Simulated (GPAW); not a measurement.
# GaAs (F-43m) in GPAW: a series of runs

One crystal, GaAs, is run at these levels: PBE; tasks: single point.

All numbers are computed with GPAW 26.7.0; they aren't measurements. Logs are shortened: lines on timing, memory, paths and dates and some standing lists are left out, and cuts for length are marked. The log counts tension as positive stress, the text compression.

**Experimental background.**

From “Evidence of valence band perturbations in GaAsN/GaAs(001): A combined variable-angle spectroscopic ellipsometry and modulated photoreflectance investigation”, 2008, arxiv:0805.2212, for a bulk crystal of GaAs at 300 K: band gap 1.418 ± 0.005 eV (direct); band gap 1.412 ± 0.01 eV (direct).

How close the calculation comes is told below.

## 1. The structure

The structure is cubic, space group F-43m (No. 216). The conventional cell has a = 5.654 Å, b = 5.654 Å, c = 5.654 Å, α = 90.00°, β = 90.00°, γ = 90.00°. Around As (site symmetry -43m) lie 4 Ga at 2.45 Å. Around Ga (site symmetry -43m) lie 4 As at 2.45 Å.

## 2. Single point, PBE

run.py

```python
from ase import Atoms
from ase.dft.bandgap import bandgap
from ase.io import write
from ase.units import GPa
from gpaw import GPAW, PW

atoms = Atoms(['As', 'Ga'],
              cell=[[0.0, 2.82685, 2.82685],
                    [2.82685, 0.0, 2.82685],
                    [2.82685, 2.82685, 0.0]],
              scaled_positions=[[0.75, 0.75, 0.75],
                                [0.0, 0.0, 0.0]],
              pbc=True)

calc = GPAW(mode=PW(600),
            xc='PBE',
            kpts={'size': (8, 8, 8), 'gamma': True},
            occupations={'name': 'methfessel-paxton', 'order': 0, 'width': 0.02},
            nbands=11,
            convergence={'density': 1e-05, 'energy': 1e-05},
            maxiter=150,
            txt='gpaw.txt')
atoms.calc = calc
energy = atoms.get_potential_energy()
forces = atoms.get_forces()
stress = atoms.get_stress()
calc.write('gs.gpw')
write('result.traj', atoms)
print(f'Energy: {energy:.6f} eV')
print('Forces (eV/A):')
print(forces.round(4))
print('Stress (GPa):', (stress / GPa).round(3))
print('Fermi level:', round(calc.get_fermi_level(), 4), 'eV')
print(f'Gap: {bandgap(calc)[0]:.4f} eV, direct: {bandgap(calc, direct=True)[0]:.4f} eV')
```

Potentials or basis: GPAW PAW data sets (gpaw-data 1.2.1), pw.

Run with:

```console
> OMP_NUM_THREADS=1 python run.py
```

gpaw.txt:

```text
__  _  _
 | _ |_)|_||  |
 |__||  | ||/\| - 26.7.0

Input parameters:
  mode=PW(ecut=600.0),
  convergence={'density': 1e-05, 'energy': 1e-05},
  kpts=MonkhorstPack(size=(8, 8, 8), gamma=True),
  maxiter=150,
  nbands=11,
  occupations=Occupations(name='methfessel-paxton', order=0, width=0.02),
  xc=XC(name='PBE')

Diagonalizing LCAO Hamiltonian
Converting LCAO to pw mode

                    As

       Ga

Atoms  # Å, Bohr magnetons
|   | symbol |        x |        y |        z |    initial magnetic moments |
|---|--------|----------|----------|----------|-----------------------------|
| 0 |     As | 4.240275 | 4.240275 | 4.240275 | ( 0.0000,  0.0000,  0.0000) |
| 1 |     Ga | 0.000000 | 0.000000 | 0.000000 | ( 0.0000,  0.0000,  0.0000) |

Unit cell  # Å
| periodic |        x |        y |        z |  lengths |    angles |
|----------|----------|----------|----------|----------|-----------|
|      yes | 0.000000 | 2.826850 | 2.826850 | 3.997770 | 60.000000 |
|      yes | 2.826850 | 0.000000 | 2.826850 | 3.997770 | 60.000000 |
|      yes | 2.826850 | 2.826850 | 0.000000 | 3.997770 | 60.000000 |

Number of symmetries: 24
Symmetry operations  # r_c * U_cc + t_c -> r_c
|    | kind |            matrix            |
|----|------|------------------------------|
|  0 |  E   |  1, 0, 0,  0, 1, 0,  0, 0, 1 |
|  1 |  σ   |  1, 0, 0,  0, 0, 1,  0, 1, 0 |
|  2 |  σ   |  1, 0,-1,  0, 1,-1,  0, 0,-1 |
|  3 |  C3  |  1, 0,-1,  0, 0,-1,  0, 1,-1 |
|  4 |  C3  |  1,-1, 0,  0,-1, 1,  0,-1, 0 |
|  5 |  σ   |  1,-1, 0,  0,-1, 0,  0,-1, 1 |
|  6 |  σ   |  0, 1, 0,  1, 0, 0,  0, 0, 1 |
|  7 |  C3  |  0, 1, 0,  0, 0, 1,  1, 0, 0 |
|  8 |  C2  |  0, 1,-1,  1, 0,-1,  0, 0,-1 |
|  9 |  S4  |  0, 1,-1,  0, 0,-1,  1, 0,-1 |
| 10 |  C3  |  0, 0, 1,  1, 0, 0,  0, 1, 0 |
| 11 |  σ   |  0, 0, 1,  0, 1, 0,  1, 0, 0 |
| 12 |  S4  |  0, 0,-1,  1, 0,-1,  0, 1,-1 |
| 13 |  C3  |  0, 0,-1,  0, 1,-1,  1, 0,-1 |
| 14 |  S4  |  0,-1, 1,  1,-1, 0,  0,-1, 0 |
| 15 |  C2  |  0,-1, 1,  0,-1, 0,  1,-1, 0 |
| 16 |  C3  |  0,-1, 0,  1,-1, 0,  0,-1, 1 |
| 17 |  S4  |  0,-1, 0,  0,-1, 1,  1,-1, 0 |
| 18 |  S4  | -1, 1, 0, -1, 0, 1, -1, 0, 0 |
| 19 |  C3  | -1, 1, 0, -1, 0, 0, -1, 0, 1 |
| 20 |  C3  | -1, 0, 1, -1, 1, 0, -1, 0, 0 |
| 21 |  S4  | -1, 0, 1, -1, 0, 0, -1, 1, 0 |
| 22 |  σ   | -1, 0, 0, -1, 1, 0, -1, 0, 1 |
| 23 |  C2  | -1, 0, 0, -1, 0, 1, -1, 1, 0 |

BZ-sampling:
  Number of BZ points: 512
  Number of IBZ points: 29

  Monkhorst-Pack size: [8, 8, 8]
  Monkhorst-Pack shift: [0.0625, 0.0625, 0.0625]

K-points  # in reciprocal-cell coordinates
|     |                                coordinates |     weight |
|-----|--------------------------------------------|------------|
|   0 | (  0.00000000,   0.00000000,   0.00000000) | 0.00195312 |
|   1 | (  0.12500000,   0.12500000,   0.00000000) | 0.01171875 |
|   2 | (  0.12500000,   0.12500000,   0.12500000) | 0.01562500 |
|   3 | (  0.25000000,   0.12500000,   0.12500000) | 0.02343750 |
|   4 | (  0.25000000,   0.25000000,   0.00000000) | 0.01171875 |
|   5 | (  0.25000000,   0.25000000,   0.12500000) | 0.04687500 |
|   6 | (  0.25000000,   0.25000000,   0.25000000) | 0.01562500 |
|   7 | (  0.37500000,   0.25000000,  -0.37500000) | 0.04687500 |
|   8 | (  0.37500000,   0.25000000,   0.12500000) | 0.04687500 |
|   9 | (  0.37500000,   0.25000000,   0.25000000) | 0.04687500 |
| ... |                                            |            |
|  28 | (  0.50000000,   0.50000000,   0.50000000) | 0.00781250 |

Plane wave coefficients: 1540
Cutoff: 600.0 eV

Spin-components: 1 (collinear spins)
Bands:           11
Projectors:      10
Spin-degeneracy: 2
Datatype:        complex128

Parallelization:
  kpt:    1
  domain: 1
  band:   1

Density:
  Valence electrons: 8.0
  Components: 1
  Grid points: [24 24 24]
  Charge: 0.0  # |e|

Potential:
  Grid points: [24 24 24]

species:
  As:
    name:    Arsenic
    Z:       33.0
    valence: 5
    core:    28
    charge:  0.0  # [|e|]
    compensation charges:
      type: gauss
      rc: 0.33  # [Å]
      lmax: 2
    cutoffs:
      filter: 1.87  # [Å]
      core: 2.96  # [Å]
    projectors
    | kind |    occ | energy [eV] | rcut [Å] |
    |------|--------|-------------|----------|
    |   4s |  2.000 |     -14.487 |    1.058 |
    |   4p |  3.000 |      -5.196 |    1.058 |
    |    s |        |      12.725 |    1.058 |
    |    p |        |      22.016 |    1.058 |
    |    d |        |       0.000 |    1.058 |

    Using partial waves for As as LCAO basis

  Ga:
    name:    Gallium
    Z:       31.0
    valence: 3
    core:    28
    charge:  0.0  # [|e|]
    compensation charges:
      type: gauss
      rc: 0.37  # [Å]
      lmax: 2
    cutoffs:
      filter: 2.06  # [Å]
      core: 4.17  # [Å]
    projectors
    | kind |    occ | energy [eV] | rcut [Å] |
    |------|--------|-------------|----------|
    |   4s |  2.000 |      -8.945 |    1.164 |
    |   4p |  1.000 |      -2.580 |    1.164 |
    |    s |        |      18.266 |    1.164 |
    |    p |        |      24.631 |    1.164 |
    |    d |        |       0.000 |    1.164 |

    Using partial waves for Ga as LCAO basis

Reference energy: -114387.645129  # eV

eigensolver:
  PPCG
  Converge bands: occupied
  niter=2

density mixing:
  MSR1-Mixer
  Pratt-step length: 0.05
  Maximum mixing coefficient: 0.75
  Old densities: 10
  SVD Regularization: 0.005
  Good broyden scale: 1.0
  Trust region scale: 1.0
  Backstep threshold: 4.0
  History deletion threshold: 6.0
  Fourier metric: weight=20.0, sigma=0.015

occupation numbers:
  Methfessel-Paxton:
    width: 0.0200  # eV
    order: 0

poisson solver:
  ecut: 4800.0  # eV

xc functional:
  name: PBE with 2 nearest neighbor stencil

convergence criteria:
- Maximum integral of absolute [dens]ity change: 1e-05 electrons / valence electron
- Maximum [total energy] change in last 3 cyles: 1e-05 eV / valence electron
- Maximum integral of absolute [eigenst]ate change: 4e-08 eV^2 / valence electron
maximum number of iterations: 150

SCF iterations
|iter     | |      energy | eigst |  dens |
|---------|-|-------------|-------|-------|
|iter:   1| |   -8.317125 | -0.65 |       |
|iter:   2| |   -8.299841 | -3.03 | -0.89 |
|iter:   3| |   -8.227219 | -2.22 | -0.92 |
|iter:   4| |   -8.228991 | -3.81 | -1.52 |
|iter:   5| |   -8.229243 | -4.71 | -2.05 |
|iter:   6| |   -8.229260 | -6.03 | -2.81 |
|iter:   7| |   -8.229260c| -7.48c| -3.55 |
|iter:   8| |   -8.229260c| -8.54c| -4.10 |
|iter:   9| |   -8.229260c| -9.27c| -5.40c|

Converged in 9 steps
Energy contributions relative to reference atoms: (reference = -114387.645129)

Energy contributions:
  Kinetic:          26.966537
  Coulomb:         -23.856737
  Zero:              0.019554
  External:          0.000000
  Xc:              -11.358615
  Entropy:          -0.000000
  Spinorbit:         0.000000
  ----------------------------
  Free energy:      -8.229260
  Extrapolated:     -8.229260

dipole moment: (-10.964929, -10.964929, -10.964929)  # |e|*Ang

Fermi level: 5.000
Eigenvalues  # (at kpt = [0.000, 0.000, 0.000])
| band index |      eig [eV] | occ [0-2] |
|------------|---------------|-----------|
|          0 |        -7.775 |     2.000 |
|          1 |         4.921 |     2.000 |
|          2 |         4.921 |     2.000 |
|          3 |         4.921 |     2.000 |
|          4 |         5.508 |     0.000 |
|          5 |         8.695 |     0.000 |
|          6 |         8.695 |     0.000 |
|          7 |         8.695 |     0.000 |
|          8 |        12.577 |     0.000 |
|          9 |        15.009 |     0.000 |
|         10 |        15.009 |     0.000 |

Gap: 0.587 eV
Transition (v -> c):
  (s=0, k=0, n=3, [0.00, 0.00, 0.00]) -> (s=0, k=0, n=4, [0.00, 0.00, 0.00])
No difference between direct/indirect transitions

Forces  # eV/Ang
|        x |       y |        z |
|----------|---------|----------|
| -0.00000 | 0.00000 | -0.00000 |  # As   0
|  0.00000 | 0.00000 |  0.00000 |  # Ga   1

Stress tensor  # eV/Ang^3
|         x |         y |         z |
|-----------|-----------|-----------|
| -0.027053 |  0.000000 |  0.000000 |
|  0.000000 | -0.027053 |  0.000000 |
|  0.000000 |  0.000000 | -0.027053 |

# Writing to gs.gpw (mode='')
```

Wall time 10 s (1 thread of Arm Neoverse V1, shared host); peak memory 0.15 GiB.

Results:

```yaml
Free_energy: -8.2293 eV
Pressure: 4.3 GPa
Band_gap_on_the_k_mesh: 0.59 eV, direct
```

Levels at points of the mesh, in eV from the valence-band top:
```csv
k point,band 1,band 2,band 3,band 4,band 5,band 6,band 7
"(0.00, 0.00, 0.00)",-12.70,0.00,0.00,0.00,0.59,3.77,3.77
"(0.50, 0.50, 0.00)",-10.34,-6.79,-2.66,-2.66,1.48,1.68,10.22
"(0.50, 0.50, 0.50)",-11.06,-6.61,-1.13,-1.13,1.05,4.67,4.67
```

## 3. Single point, PBE

run.py: that of step 2 with these lines changed.

```diff
@@ -17,3 +17,3 @@
             kpts={'size': (8, 8, 8), 'gamma': True},
-            occupations={'name': 'methfessel-paxton', 'order': 0, 'width': 0.02},
+            occupations={'name': 'methfessel-paxton', 'order': 0, 'width': 0.020999999999999998},
             nbands=11,
```

Potentials or basis: GPAW PAW data sets (gpaw-data 1.2.1), pw.

Run with:

```console
> OMP_NUM_THREADS=1 python run.py
```

Wall time 10 s (1 thread of Arm Neoverse V1, shared host); peak memory 0.15 GiB.

The run converged. Its results:

```
Free energy            : -8.2293 eV
Pressure               : 4.3 GPa
Band gap on the k mesh : 0.59 eV, direct
```

Levels at points of the mesh, in eV from the valence-band top:
```tsv
k point	band 1	band 2	band 3	band 4	band 5	band 6	band 7
(0.00, 0.00, 0.00)	-12.70	0.00	0.00	0.00	0.59	3.77	3.77
(0.50, 0.50, 0.00)	-10.34	-6.79	-2.66	-2.66	1.48	1.68	10.22
(0.50, 0.50, 0.50)	-11.06	-6.61	-1.13	-1.13	1.05	4.67	4.67
```

[end of part 1 of 2]
